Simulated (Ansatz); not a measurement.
We consider rock-salt LiI, described by BLYP in Ansatz (plane waves, PAW).

Settings: plane-wave cutoff 520 eV, 10×10×10 k mesh, Fermi–Dirac smearing 0.01 eV, scalar-relativistic PAW data made under PBE.

On both sides of the equilibrium volume: at 28.909 Å³/atom the pressure is 0.35 GPa and the direct gap at Γ 4.215 eV; at 30.089 Å³/atom they are -0.32 GPa and 4.071 eV. The fitted bulk modulus is 16.6 GPa.

Task: Work out the volume deformation potential of this gap and its pressure coefficient, in two ways.

Result: a_V = dE_g/d ln V = (4.071 − 4.215)/ln(30.089/28.909) = -3.60 eV. Since dP = −B d ln V, dE_g/dP = −a_V/B = 217 meV/GPa. Straight from the pressures: (4.215 − 4.071)/(0.35 − (-0.32)) = 215 meV/GPa. At this level and over this range the gap at Γ widens under pressure.

Spin–orbit coupling is not included; with these elements it can move the gap by several tenths of an eV or more.

Ansatz is a program for electronic structure.
